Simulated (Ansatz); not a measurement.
# MoS2 (P6_3/mmc) in Ansatz: a series of runs, part 2 of 2

Ansatz 0.2.0. The steps go on from the part before.

**4. Band structure, PBEsol**

The input, input.yaml:

```yaml
crystal:
  lattice:
    - [3.169, 0.0, 0.0]
    - [-1.5845, 2.7444345046, 0.0]
    - [0.0, 0.0, 12.324]
  atoms:
    - { symbol: Mo, position: [0.6666666667, 0.3333333333, 0.75] }
    - { symbol: Mo, position: [0.3333333333, 0.6666666667, 0.25] }
    - { symbol: S, position: [0.6666666667, 0.3333333333, 0.377] }
    - { symbol: S, position: [0.3333333333, 0.6666666667, 0.877] }
    - { symbol: S, position: [0.6666666667, 0.3333333333, 0.123] }
    - { symbol: S, position: [0.3333333333, 0.6666666667, 0.623] }
hamiltonian:
  xc: pbesol
  pseudopotentials: { kind: paw }
kpoints:
  mp_grid: { grid: [10, 10, 3] }
  band_path:
    path:
      - [[0.0, 0.0, 0.0], [0.5, 0.0, 0.0], [0.3333333333, 0.3333333333, 0.0], [0.0, 0.0, 0.0], [0.0, 0.0, 0.5], [0.5, 0.0, 0.5], [0.3333333333, 0.3333333333, 0.5], [0.0, 0.0, 0.5]]
      - [[0.5, 0.0, 0.5], [0.5, 0.0, 0.0]]
      - [[0.3333333333, 0.3333333333, 0.0], [0.3333333333, 0.3333333333, 0.5]]
    npoints: 14
scf:
  occupations: { method: fermi_dirac, width: 0.05 }
  n_extra_bands: 15
output:
  forces: true
  stress: true
  eigenvalues: true
  fatbands: false
  write_density: true
  write_potential: true
  elf: true
  volumetric_format: npy
```

Potentials or basis: Ansatz PAW.

Run with:

```sh
> ansatz run input.yaml --threads 2 --pin off --max-ram 5632MiB --backend cpu --events-out ev --progress --plain --runs-dir out
```

Log:

```text
Warning: RAYON_NUM_THREADS=2 ignored (pool sized by the plan → 2); use --threads N
scf.n_extra_bands = 15 over 26 filled bands (N_el = 52.0): the run solves 41 bands
Engine: ansatz 0.2.0, aarch64-unknown-linux-gnu
Pseudopotentials: kind: paw
Pseudopotential: Mo, paw, valence charge 14, recommended cutoff 420 eV (normal), Mo.paw.azcp
Pseudopotential: S, paw, valence charge 6, recommended cutoff 420 eV (normal), S.paw.azcp
Functional definition: PBEsol
  exchange = pbesol_x
  correlation = pbesol_c
Crystal: 6 atoms, lattice volume = 107.183 Å³
Basis set: ecut = 420 eV, 2081 PW (Γ), exchange–correlation on 48×48×180 points (8 copies of the dense FFT grid, shifted against one another)
Bands: 41, of which v1, the nominal top of the filled ones, is band 26 counted from 1 (25 counted from 0)
[... 41 lines left out ...]
  E_aug_tail   = 0.000074  (compensation charges beyond the density's cutoff)
  E_ewald      = -3261.216446
  E_core_change = 0.666396  (= ΣΔE_core)
  E_smearing   = -0.000003  (= −TS)
  E_closure    = 0.000000  (closes the sum)
  Σ components = -13340.314235   (vs F -13340.314235, Δ=0.00e0)
--- Forces (eV/Å), atoms counted from 1 ---
  atom   1  Mo     0.00000000     0.00000000     0.00000000
  atom   2  Mo     0.00000000    -0.00000000     0.00000000
  atom   3  S      0.00000000    -0.00000000    -0.31294889
  atom   4  S     -0.00000000     0.00000000    -0.31294889
  atom   5  S     -0.00000000    -0.00000000     0.31294889
  atom   6  S     -0.00000000     0.00000000     0.31294889
  max |Σ_I F_I| component: 1.04e-17 eV/Å
--- Stress (GPa, compression-positive) ---
       -3.271495       0.000000       0.000000
        0.000000      -3.271495      -0.000000
        0.000000      -0.000000      -2.356018
  P = ⅓ Tr σ = -2.9663 GPa (-29.663 kbar)
--- Band table (eV; the first three rows and the last of 28) ---
  k-point 0: bands = ["-50.6142", "-50.6142", "-24.7960", "-24.7958", "-24.5645", "-24.5645", "-24.5645", "-24.5645", "-4.1426", "-3.8688", "-2.9174", "-2.4651", "3.9023", "4.9561", "7.2816", "7.5278", "7.5278", "7.5408", "7.5408", "8.6324", "8.6324", "8.6791", "8.6791", "9.6288", "9.6422", "10.8153", "12.9068", "12.9068", "12.9344", "12.9344", "13.0871", "13.0871", "13.2625", "13.2625", "16.2374", "16.3757", "18.7570", "19.2701", "19.2960", "20.6133", "20.6133"]
  k-point 1: bands = ["-50.6142", "-50.6142", "-24.7959", "-24.7959", "-24.5645", "-24.5645", "-24.5645", "-24.5645", "-4.0879", "-3.9552", "-2.7886", "-2.5667", "4.1121", "4.6167", "7.5309", "7.5309", "7.5374", "7.5374", "7.7677", "8.6441", "8.6441", "8.6674", "8.6674", "8.7125", "10.3197", "10.6996", "12.9084", "12.9084", "12.9198", "12.9198", "13.1383", "13.1383", "13.2236", "13.2236", "16.2777", "16.3463", "18.8810", "19.1486", "19.5519", "20.2836", "20.7077"]
  k-point 2: bands = ["-50.6104", "-50.6104", "-24.7884", "-24.7883", "-24.6031", "-24.6031", "-24.5733", "-24.5733", "-3.9906", "-3.7192", "-2.8448", "-2.4116", "4.0748", "5.1230", "6.9994", "7.1923", "7.2185", "7.6803", "7.7013", "8.1099", "8.3952", "8.4487", "8.7746", "9.6423", "9.8013", "10.5190", "12.7359", "12.7781", "12.8119", "12.9053", "12.9639", "13.1107", "13.1360", "13.2133", "16.9276", "17.0533", "19.2536", "19.3506", "19.9328", "20.3338", "20.6968"]
  k-point 27: bands = ["-50.5699", "-50.5699", "-24.8765", "-24.8765", "-24.7900", "-24.7900", "-24.7078", "-24.7078", "-1.8535", "-1.8310", "-1.7628", "-1.7408", "4.6836", "4.7617", "5.1617", "5.2408", "6.2003", "6.2539", "6.4480", "6.5376", "7.1527", "7.3208", "7.9986", "8.1926", "9.9462", "10.0277", "11.9640", "12.0012", "12.8601", "13.2976", "13.5549", "13.6036", "14.8322", "15.0234", "17.0455", "17.5018", "18.0715", "18.3524", "19.4807", "19.6134", "21.1490"]
```

bands.tsv:

```text
# k_distance	band_0	band_1	band_2	band_3	band_4	band_5	band_6	band_7	band_8	band_9	band_10	band_11	band_12	band_13	band_14	band_15	band_16	band_17	band_18	band_19	band_20	band_21	band_22	band_23	band_24	band_25	band_26	band_27	band_28	band_29	band_30	band_31	band_32	band_33	band_34	band_35	band_36	band_37	band_38	band_39	band_40
[... 149 lines left out ...]
7.019584	-61.774709	-61.774709	-36.065837	-36.065837	-36.020768	-36.020768	-35.911902	-35.911902	-12.995755	-12.995755	-12.940843	-12.940843	-6.559981	-6.559981	-5.771346	-5.771346	-5.209016	-5.209016	-4.831304	-4.831304	-3.835185	-3.835185	-3.255764	-3.255764	-1.106076	-1.106076	0.643187	0.643187	1.861332	1.861332	2.476583	2.476583	3.750246	3.750246	6.161309	6.161309	6.799930	6.799930	8.298828	8.298828	10.430782
```

rho_z.tsv:

```text
# z_ang	rho[e/angstrom^3]
# format = ansatz-planar-average/11
# lattice	3.169000000	0.000000000	0.000000000
# lattice	-1.584500000	2.744434505	0.000000000
# lattice	0.000000000	0.000000000	12.324000000
# sites	6
# site	42	1.584500000	0.914811502	9.243000000
# site	42	0.000000000	1.829623003	3.081000000
# site	16	1.584500000	0.914811502	4.646148000
# site	16	0.000000000	1.829623003	10.808148000
# site	16	1.584500000	0.914811502	1.515852000
# site	16	0.000000000	1.829623003	7.677852000
0.000000	4.953771e-2
0.136933	5.408451e-2
0.273867	6.832018e-2
0.410800	9.415779e-2
0.547733	1.341091e-1
0.684667	1.894778e-1
[... 82 lines left out ...]
12.050133	6.832018e-2
12.187067	5.408451e-2
```

Wall time 10 s (2 threads of Arm Neoverse V1, shared host); peak memory 0.55 GiB.

What came out:

```yaml
Free_energy: -13340.3142 eV
Pressure: -3.0 GPa
Largest_force: 0.313 eV/Å
Band_gap_on_the_k_mesh: 0.88 eV, indirect (least direct gap 1.87 eV)
Band_gap_along_the_path: 0.84 eV, indirect (least direct gap 1.65 eV)
```

Forces on the atoms (eV/Å):
```
Mo   0.000  0.000  0.000
Mo   0.000  0.000  0.000
S    0.000  0.000 -0.313
S    0.000  0.000 -0.313
S    0.000  0.000  0.313
S    0.000  0.000  0.313
```

Levels at the corners of the path, in eV from the valence-band top:
| point | band 24 | band 25 | band 26 | band 27 | band 28 | band 29 |
| --- | --- | --- | --- | --- | --- | --- |
| Γ | -1.19 | -1.17 | 0.00 | 2.09 | 2.09 | 2.12 |
| M | -1.52 | -1.43 | -1.30 | 1.59 | 1.64 | 1.98 |
| K | -2.69 | -0.79 | -0.62 | 1.03 | 1.03 | 1.77 |
| Γ | -1.19 | -1.17 | 0.00 | 2.09 | 2.09 | 2.12 |
| A | -2.16 | -0.27 | -0.27 | 2.10 | 2.10 | 2.10 |
| L | -1.63 | -1.36 | -1.36 | 1.61 | 1.61 | 2.13 |
| H | -2.87 | -0.72 | -0.72 | 1.03 | 1.03 | 2.25 |
| A | -2.16 | -0.27 | -0.27 | 2.10 | 2.10 | 2.10 |
| L | -1.63 | -1.36 | -1.36 | 1.61 | 1.61 | 2.13 |
| M | -1.52 | -1.43 | -1.30 | 1.59 | 1.64 | 1.98 |
| K | -2.69 | -0.79 | -0.62 | 1.03 | 1.03 | 1.77 |
| H | -2.87 | -0.72 | -0.72 | 1.03 | 1.03 | 2.25 |

Caveat: this functional lacks dispersion, which binds the layers, so the pressure and a relaxed spacing across them are unreliable; the PAW data sets come from PBE, with cores solved anew for the run's functional, which leaves a small shift of forces and pressure.

**5. Band structure, RPBE**

Edit input.yaml of step 4 so:

```diff
@@ -13,3 +13,3 @@
 hamiltonian:
-  xc: pbesol
+  xc: rpbe
   pseudopotentials: { kind: paw }
@@ -31,5 +31 @@
   fatbands: false
-  write_density: true
-  write_potential: true
-  elf: true
-  volumetric_format: npy
```

Run with:

```sh
> ansatz run input.yaml --threads 2 --pin off --max-ram 5632MiB --backend cpu --events-out ev --progress --plain --runs-dir out
```

It took 10 s on 2 threads of Arm Neoverse V1, shared host; peak memory 0.51 GiB.

It converged, with:

- Free energy: -13553.1378 eV
- Pressure: 4.7 GPa
- Band gap on the k mesh: 0.97 eV, indirect (least direct gap 1.87 eV)
- Band gap along the path: 0.93 eV, indirect (least direct gap 1.66 eV)

Stress tensor (GPa, compression positive):
```
4.51 0.00 0.00
0.00 4.51 0.00
0.00 0.00 5.03
```

Levels at the corners of the path, in eV from the valence-band top:
```tsv
point	band 23	band 24	band 25	band 26	band 27	band 28	band 29	band 30
Γ	-2.12	-1.19	-1.11	0.00	2.11	2.11	2.13	2.13
M	-1.73	-1.53	-1.38	-1.26	1.61	1.65	2.02	2.27
K	-2.70	-2.70	-0.75	-0.59	1.06	1.06	1.91	2.85
Γ	-2.12	-1.19	-1.11	0.00	2.11	2.11	2.13	2.13
A	-2.15	-2.15	-0.26	-0.26	2.11	2.11	2.11	2.11
L	-1.63	-1.63	-1.32	-1.32	1.63	1.63	2.16	2.16
H	-2.88	-2.88	-0.68	-0.68	1.06	1.06	2.35	2.35
A	-2.15	-2.15	-0.26	-0.26	2.11	2.11	2.11	2.11
L	-1.63	-1.63	-1.32	-1.32	1.63	1.63	2.16	2.16
M	-1.73	-1.53	-1.38	-1.26	1.61	1.65	2.02	2.27
K	-2.70	-2.70	-0.75	-0.59	1.06	1.06	1.91	2.85
H	-2.88	-2.88	-0.68	-0.68	1.06	1.06	2.35	2.35
```

Caveat: this functional lacks dispersion, which binds the layers, so the pressure and a relaxed spacing across them are unreliable; the PAW data sets come from PBE, with cores solved anew for the run's functional, which leaves a small shift of forces and pressure.

**6. Summary**

| level | gap on the mesh (eV) | pressure (GPa) | largest force (eV/Å) |
| --- | --- | --- | --- |
| LDA | 0.85 | -5.7 | 0.48 |
| PBE | 0.93 | 2.0 | 0.07 |
| PBEsol | 0.88 | -3.0 | 0.31 |
| RPBE | 0.97 | 4.7 | - |

Alike in all rows: task band structure; potentials or basis Ansatz PAW; no spin polarisation; cell as given; k mesh 10 × 10 × 3; cutoff (eV) 420; smearing fermi-dirac 0.05 eV.

On the cell as given the gap runs from 0.81 eV (LDA) to 0.93 eV (RPBE). The pressure there spans -5.7 GPa (LDA) to 4.7 GPa (RPBE); a positive pressure means that this level wants a larger cell, a negative one a smaller.

Caveats: the PAW data sets come from PBE, with cores solved anew for the run's functional, which leaves a small shift of forces and pressure (some runs); this functional lacks dispersion, which binds the layers, so the pressure and a relaxed spacing across them are unreliable (some runs).

Total energies depend on the potentials used, so only differences within one code and one set of settings carry meaning.

**7. Against experiment**

Step 2. A measured gap of MoS2 is 1.3 eV (indirect; 300 K; “Multiwavelength excitation Raman Scattering Analysis of bulk and 2 dimensional MoS2: Vibrational properties of atomically thin MoS2 layers”, 2015, arxiv:1506.03228); the calculated 0.81 eV misses it by -0.49 eV. Spin-orbit coupling on Mo is left out. The value is that of LDA, without temperature or zero-point motion. Semilocal functionals fall short of measured gaps as a rule.

Step 3. Against the measured gap of MoS2, 1.3 eV (indirect; 300 K; “Multiwavelength excitation Raman Scattering Analysis of bulk and 2 dimensional MoS2: Vibrational properties of atomically thin MoS2 layers”, 2015, arxiv:1506.03228), the calculated 0.88 eV is off by -0.42 eV. Spin-orbit coupling on Mo is left out. The value is that of PBE, without temperature or zero-point motion. Semilocal functionals fall short of measured gaps as a rule.

Step 4. A measured gap of MoS2 is 1.3 eV (indirect; 300 K; “Multiwavelength excitation Raman Scattering Analysis of bulk and 2 dimensional MoS2: Vibrational properties of atomically thin MoS2 layers”, 2015, arxiv:1506.03228); the calculated 0.84 eV misses it by -0.46 eV. Spin-orbit coupling on Mo is left out. The value is that of PBEsol, without temperature or zero-point motion. Semilocal functionals fall short of measured gaps as a rule.

Step 5. A measured gap of MoS2 is 1.3 eV (indirect; 300 K; “Multiwavelength excitation Raman Scattering Analysis of bulk and 2 dimensional MoS2: Vibrational properties of atomically thin MoS2 layers”, 2015, arxiv:1506.03228); the calculated 0.93 eV misses it by -0.37 eV. Spin-orbit coupling on Mo is left out. The value is that of RPBE, without temperature or zero-point motion. Semilocal functionals fall short of measured gaps as a rule.
